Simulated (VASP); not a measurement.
# CdSe (P2_1/m) in VASP: settings compared

The runs below take CdSe through single point, with r2SCAN, PBE.

All numbers are computed with VASP 6.6.1; they aren't measurements. Logs are shortened: lines on timing, memory, paths and dates and some standing lists are left out, and cuts for length are marked.

### Step 1. The cell of the first run

Symmetry: P2_1/m, No. 11, monoclinic system. The conventional cell has a = 4.584 Å, b = 6.002 Å, c = 4.602 Å, α = 90.00°, β = 119.61°, γ = 90.00°. Cd (site symmetry m) is surrounded by 5 Se at 2.66 to 3.00 Å. Se (site symmetry m) is surrounded by 5 Cd at 2.66 to 3.00 Å.

The cell was built by a generator and needn't be a form met in nature.

### Step 2. Single point, r2SCAN (shear_xy strain +0.9%)

POSCAR reads:

```
CdSe
1.0
    4.6022437317      0.0209402090      0.0000000000
   -2.2829871129      3.9751898815      0.0000000000
    0.0000000000      0.0000000000      6.0016225224
Cd Se
2 2
Direct
    0.3332233501      0.6666522542      0.2500000000
    0.6667766499      0.3333477458      0.7500000000
    0.6688569028      0.3332936360      0.2500000000
    0.3311430972      0.6667063640      0.7500000000
```

INCAR.step1 reads:

```
ALGO = Normal
EDIFF = 1E-4
ENCUT = 520
GGA = PE
ISMEAR = 0
LASPH = True
LCHARG = False
LREAL = False
LWAVE = True
NBANDS = 26
NELM = 100
PREC = Accurate
SIGMA = 0.01
```

INCAR.step2 reads:

```
ALGO = Normal
EDIFF = 1E-6
ENCUT = 520
ISIF = 2
ISMEAR = 0
ISTART = 1
LASPH = True
LCHARG = False
LMIXTAU = True
LREAL = False
LWAVE = False
METAGGA = R2SCAN
NBANDS = 26
NELM = 100
PREC = Accurate
SIGMA = 0.01
```

KPOINTS reads:

```
k-points
0
Gamma
  6 6 4
```

Potentials or basis: VASP PAW PBE potentials, release 64 (Cd, Se).

Launch:

```console
$ cat potpaw_PBE.64/Cd/POTCAR potpaw_PBE.64/Se/POTCAR > POTCAR
$ cp INCAR.step1 INCAR
$ mpirun -np 1 vasp_std > vasp.out
$ cp INCAR.step2 INCAR
$ mpirun -np 1 vasp_std > vasp.out
```

OUTCAR:

```text
EDIFF = 1E-6
   ENCUT = 520
   ISIF = 2
   ISMEAR = 0
   ISTART = 1
   LASPH = True
   LREAL = False
   METAGGA = R2SCAN
   NELM = 100
   PREC = Accurate

 ion  position               nearest neighbor table
   1  0.333  0.667  0.250-   3 2.66   3 2.66   3 2.66   4 3.00   4 3.00
   2  0.667  0.333  0.750-   4 2.66   4 2.66   4 2.66   3 3.00   3 3.00
   3  0.669  0.333  0.250-   1 2.66   1 2.66   1 2.66   2 3.00   2 3.00
   4  0.331  0.667  0.750-   2 2.66   2 2.66   2 2.66   1 3.00   1 3.00

  Warning from LATTYP: Monoclinic adjustment (A1->A3, A2->A1, A3->A2)!
  LATTYP: Found a simple monoclinic cell.
 ALAT       =     4.5841209355
 B/A-ratio  =     1.3092199370
 C/A-ratio  =     1.0039637774
 COS(beta)  =    -0.4940699834

  Lattice vectors:

 A1 = (  -2.2829871129,   3.9751898815,   0.0000000000)
 A2 = (   0.0000000000,   0.0000000000,   6.0016225224)
 A3 = (   4.6022437317,   0.0209402090,   0.0000000000)

Analysis of symmetry for initial positions (statically):
=====================================================================
 Subroutine PRICEL returns:
 Original cell was already a primitive cell.

 Routine SETGRP: Setting up the symmetry group for a
 simple monoclinic supercell.

 Subroutine GETGRP returns: Found  4 space group operations
 (whereof  2 operations were pure point group operations)
 out of a pool of  4 trial point group operations.

The static configuration has the point symmetry S_2 .
 The point group associated with its full space group is C_2h.

Analysis of symmetry for dynamics (positions and initial velocities):
=====================================================================
 Subroutine PRICEL returns:
 Original cell was already a primitive cell.

 Routine SETGRP: Setting up the symmetry group for a
 simple monoclinic supercell.

 Subroutine GETGRP returns: Found  4 space group operations
 (whereof  2 operations were pure point group operations)
 out of a pool of  4 trial point group operations.

The dynamic configuration has the point symmetry S_2 .
 The point group associated with its full space group is C_2h.

 Subroutine INISYM returns: Found  4 space group operations
 (whereof  2 operations are pure point group operations),
 and found     1 'primitive' translations

----------------------------------------------------------------------------------------

                                     Primitive cell

  volume of cell :     110.0854

  direct lattice vectors                    reciprocal lattice vectors
     4.602243732  0.020940209  0.000000000     0.216719010  0.124463666  0.000000000
    -2.282987113  3.975189881  0.000000000    -0.001141616  0.250904670  0.000000000
     0.000000000  0.000000000  6.001622522     0.000000000  0.000000000  0.166621609

  length of vectors
     4.602291370  4.584120936  6.001622522     0.249916653  0.250907267  0.166621609

  position of ions in fractional coordinates (direct lattice)
     0.333223350  0.666652254  0.250000000
     0.666776650  0.333347746  0.750000000
     0.668856903  0.333293636  0.250000000
     0.331143097  0.666706364  0.750000000

  ion indices of the primitive-cell ions
   primitive index   ion index
                 1           1
                 2           2
                 3           3
                 4           4

----------------------------------------------------------------------------------------

 KPOINTS: k-points

Automatic generation of k-mesh.
 Grid dimensions read from file:
 generate k-points for:    6    6    4

 Generating k-lattice:

  Cartesian coordinates                     Fractional coordinates (reciprocal lattice)
     0.036119835  0.020743944  0.000000000     0.166666667  0.000000000  0.000000000
    -0.000190269  0.041817445  0.000000000     0.000000000  0.166666667  0.000000000
     0.000000000  0.000000000  0.041655402     0.000000000  0.000000000  0.250000000

  Length of vectors
     0.041652776  0.041817878  0.041655402

  Shift w.r.t. Gamma in fractional coordinates (k-lattice)
     0.000000000  0.000000000  0.000000000

 Subroutine IBZKPT returns following result:
 ===========================================

 Found     60 irreducible k-points:

 Following reciprocal coordinates:
            Coordinates               Weight
  0.000000  0.000000  0.000000      1.000000
  0.166667  0.000000  0.000000      2.000000
  0.333333  0.000000  0.000000      2.000000
  0.500000  0.000000  0.000000      1.000000
 -0.000000  0.166667  0.000000      2.000000
  0.166667  0.166667  0.000000      2.000000
[... 16 lines left out ...]
  0.333333  0.000000  0.250000      4.000000
  0.500000  0.000000  0.250000      2.000000
 [... further k-points ...]
   k-points           NKPTS =     60   k-points in BZ     NKDIM =     60   number of bands    NBANDS=     26
   number of dos      NEDOS =    301   number of ions     NIONS =      4
   total plane-waves  NPLWV =  62208
   dimension x,y,z NGX =    36 NGY =   36 NGZ =   48
   dimension x,y,z NGXF=    72 NGYF=   72 NGZF=   96
   ions per type =               2   2
   NGX,Y,Z   is equivalent  to a cutoff of  13.00, 13.06, 13.30 a.u.
   NGXF,Y,Z  is equivalent  to a cutoff of  26.01, 26.11, 26.59 a.u.
 SYSTEM =  unknown system
   PREC   = accura    normal or accurate (medium, high low for compatibility)
   ISTART =      1    job   : 0-new  1-cont  2-samecut
   ICHARG =      0    charge: 1-file 2-atom 10-const
   ISPIN  =      1    spin polarized calculation?
   LNONCOLLINEAR =      F non collinear calculations
   LSORBIT =      F    spin-orbit coupling
   LASPH  =      T    aspherical Exc in radial PAW
   ENCUT  =  520.0 eV  38.22 Ry    6.18 a.u.   8.56  8.52 11.16*2*pi/ulx,y,z
   NELM   =    100;   NELMIN=  2; NELMDL=  0     # of ELM steps
   EDIFF  = 0.1E-05   stopping-criterion for ELM
   LREAL  =      F    real-space projection
   EDIFFG = 0.1E-04   stopping-criterion for IOM
   NSW    =      0    number of steps for IOM
   IBRION =     -1    ionic relax: 0-MD 1-quasi-New 2-CG
   NFREE  =      0    steps in history (QN), initial steepest desc. (CG)
   ISIF   =      2    stress and relaxation
   ISYM   =      2    0-nonsym 1-usesym 2-fastsym
   POTIM  = 0.5000    time-step for ionic-motion
   TEBEG  =    0.0;   TEEND  =   0.0 temperature during run
   PSTRESS=    0.0 pullay stress
   NELECT =      36.0000    total number of electrons
   NUPDOWN=      -1.0000    fix difference up-down
   EMIN   =  10.00;   EMAX   =-10.00  energy-range for DOS
   EFERMI =   0.00;   METHOD = LEGACY
   ISMEAR =     0;   SIGMA  =   0.01  broadening in eV -4-tet -1-fermi 0-gaus
   EFERMI_NEDOS =   21; number of points for ismear=-14 and -15
   IALGO  =     38    algorithm
   IMIX   =      4    mixing-type and parameters
     AMIX     =   0.40;   BMIX     =  1.00
     AMIX_MAG =   1.60;   BMIX_MAG =  1.00
  volume/ion in A,a.u.               =      27.52       185.72
  Fermi-wavevector in a.u.,A,eV,Ry     =   1.127888  2.131398 17.308385  1.272130
  Thomas-Fermi vector in A             =   2.264575
   LORBIT       =      0    0 simple, 1 ext, 2 COOP (PROOUT), +10 PAW based schemes
   METAGGA = R2SCAN    functional components
   LHFCALC =     F    Hartree Fock is set to
   AEXX    =    0.0000 exact exchange contribution
   IVDW    =     0    specifies the selected vdW correction
   LEPSILON=     F    determine dielectric tensor
   LRPA    =     F    only Hartree local field effects (RPA)
 non-spin polarized calculation
 Gauss-broadening in eV      SIGMA  =   0.01
  energy-cutoff  :      520.00
  volume of cell :      110.09
 maximum number of plane-waves:      2992
 NGX is ok and might be reduce to    36
   NGX = 17   NGY = 17   NGZ = 23

 number of electron      36.0000008 magnetization

 Free energy of the ion-electron system (eV)
  ---------------------------------------------------
  ext. energy  EPLUGINS =         0.00000000
  ---------------------------------------------------
  free energy    TOTEN  =       -71.43908046 eV

  energy without entropy =      -71.43908046  energy(sigma->0) =      -71.43908046

 E-fermi :   1.0021     XC(G=0):  -9.5451

 val. band max:        0.9148196475   @ k =   0.3333   0.3333   0.5000
 cond. band min:       1.6109406261   @ k =   0.0000   0.0000   0.0000
 fundamental gap:      0.6961209786
 Fermi energy:         1.0021167861

 k-point     1 :       0.0000    0.0000    0.0000
  band No.  band energies     occupation
      1     -12.1633      2.00000
      2     -11.5233      2.00000
      3      -7.4029      2.00000
      4      -7.4020      2.00000
      5      -7.3929      2.00000
      6      -7.3919      2.00000
[... 18 lines left out ...]
     25       9.2865      0.00000
     26      10.1656      0.00000

 k-point     2 :       0.1667    0.0000    0.0000
  band No.  band energies     occupation
      1     -12.0774      2.00000
      2     -11.5080      2.00000
      3      -7.3639      2.00000
      4      -7.3619      2.00000
      5      -7.3478      2.00000
      6      -7.3453      2.00000
[... 18 lines left out ...]
     25       8.7296      0.00000
     26       9.7140      0.00000

 k-point     3 :       0.3333    0.0000    0.0000
  band No.  band energies     occupation
      1     -11.8782      2.00000
      2     -11.5012      2.00000
      3      -7.2809      2.00000
      4      -7.2590      2.00000
      5      -7.2462      2.00000
      6      -7.2023      2.00000
[... 18 lines left out ...]
     25       9.1817      0.00000
     26       9.6273      0.00000

 k-point     4 :       0.5000    0.0000    0.0000
  band No.  band energies     occupation
      1     -11.7439      2.00000
      2     -11.5308      2.00000
      3      -7.2379      2.00000
      4      -7.1937      2.00000
      5      -7.1822      2.00000
      6      -7.1621      2.00000
[... 18 lines left out ...]
     25       9.8517      0.00000
     26      10.7246      0.00000
[... 496 lines left out ...]
      1     -11.9736      2.00000
      2     -11.5640      2.00000
      3      -7.3743      2.00000
      4      -7.3718      2.00000
      5      -7.3643      2.00000
      6      -7.3618      2.00000
[... 18 lines left out ...]
     25       8.0820      0.00000
     26       9.3262      0.00000

 k-point    23 :       0.3333    0.0000    0.2500
  band No.  band energies     occupation
      1     -11.7961      2.00000
      2     -11.5244      2.00000
      3      -7.2866      2.00000
      4      -7.2756      2.00000
      5      -7.2672      2.00000
      6      -7.2431      2.00000
[... 18 lines left out ...]
     25       9.2856      0.00000
     26       9.5915      0.00000

 k-point    24 :       0.5000    0.0000    0.2500
  band No.  band energies     occupation
      1     -11.6819      2.00000
      2     -11.5282      2.00000
      3      -7.2462      2.00000
      4      -7.2388      2.00000
      5      -7.2191      2.00000
      6      -7.1981      2.00000
[... 18 lines left out ...]
     25       9.2482      0.00000
     26      10.6944      0.00000

 [... further k-points ...]

------------------------ aborting loop because EDIFF is reached ----------------------------------------

  FORCE on cell =-STRESS in cart. coord.  units (eV):
  Direction    XX          YY          ZZ          XY          YZ          ZX
  --------------------------------------------------------------------------------------
  -------------------------------------------------------------------------------------
  Total        0.1808234      0.1836881      0.1571773     -0.0645818      0.0000000      0.0000000
  in kB        2.6316958      2.6733877      2.2875509     -0.9399208      0.0000000      0.0000000
  external PRESSURE =       2.5308781 kB  Pullay stress =       0.0000000 kB

 VOLUME and BASIS-vectors are now :
 -----------------------------------------------------------------------------
  energy-cutoff  :      520.00
  volume of cell :      110.09
      direct lattice vectors                 reciprocal lattice vectors
     4.602243732  0.020940209  0.000000000     0.216719010  0.124463666  0.000000000
    -2.282987113  3.975189881  0.000000000    -0.001141616  0.250904670  0.000000000
     0.000000000  0.000000000  6.001622522     0.000000000  0.000000000  0.166621609

 POSITION                                       TOTAL-FORCE (eV/Angst)
 -----------------------------------------------------------------------------------
      0.01162      2.65705      1.50041         0.000350     -0.000115     -0.000000
      2.30764      1.33908      4.50122        -0.000350      0.000115      0.000000
      2.31734      1.33891      1.50041         0.000872      0.000063     -0.000000
      0.00192      2.65722      4.50122        -0.000872     -0.000063      0.000000
 -----------------------------------------------------------------------------------
    total drift:                                0.000000      0.000000     -0.000000

  FREE ENERGIE OF THE ION-ELECTRON SYSTEM (eV)
  ---------------------------------------------------
  free  energy   TOTEN  =       -71.4390804582 eV

  energy  without entropy=      -71.4390804582  energy(sigma->0) =      -71.43908046
```

It took 5 min on 1 thread of AMD EPYC 9R45 (Zen 5), shared host; peak memory 0.32 GiB.

Results:

- Free energy: -71.4391 eV
- Pressure: 0.3 GPa
- Band gap on the k mesh: 0.70 eV, indirect (least direct gap 0.90 eV)

Caveat: the PAW data sets were made with another functional, which shifts forces and pressure a little. A k mesh can miss the band edges.

### Step 3. Single point, PBE (shear_xy strain +0.9%)

INCAR reads:

```
ALGO = Fast
EDIFF = 1E-7
ENCUT = 520
GGA = PE
ISIF = 2
ISMEAR = -1
LASPH = T
LCHARG = F
LREAL = F
LWAVE = F
NBANDS = 26
NELM = 100
PREC = Accurate
SIGMA = 0.02
```

KPOINTS is that of step 2.

POSCAR is that of step 2.

Potentials or basis: VASP PAW PBE potentials, release 64 (Cd, Se).

Launch:

```console
$ cat potpaw_PBE.64/Cd/POTCAR potpaw_PBE.64/Se/POTCAR > POTCAR
$ mpirun -np 1 vasp_std > vasp.out
```

It took 73 s on 1 thread of AMD EPYC 9R45 (Zen 5), shared host; peak memory 0.3 GiB.

The run converged. Its results:

```
Free energy            : -10.5522 eV
Pressure               : 1.8 GPa
Band gap on the k mesh : 0.23 eV, indirect (least direct gap 0.43 eV)
```

Stress tensor (GPa, compression positive):
```
 1.88 -0.09  0.00
-0.09  1.88  0.00
 0.00  0.00  1.52
```

Levels at points of the mesh, in eV from the valence-band top:
```
           k point  band 16  band 17  band 18  band 19  band 20  band 21
(0.00, 0.00, 0.00)    -0.36    -0.33    -0.20     0.23     0.40     5.00
(0.50, 0.00, 0.00)    -2.45    -1.33    -1.08     1.93     3.24     5.85
(0.00, 0.50, 0.00)    -2.44    -1.33    -1.11     1.88     3.19     5.82
(0.50, 0.50, 0.00)    -2.44    -1.32    -1.13     1.83     3.14     5.79
(0.00, 0.00, 0.50)    -0.86    -0.81    -0.81     2.27     2.27     5.23
(0.50, 0.00, 0.50)    -1.80    -0.40    -0.40     3.26     3.26     4.49
(0.00, 0.50, 0.50)    -1.83    -0.42    -0.42     3.24     3.24     4.50
(0.50, 0.50, 0.50)    -1.86    -0.44    -0.44     3.22     3.22     4.50
```

A k mesh can miss the band edges.
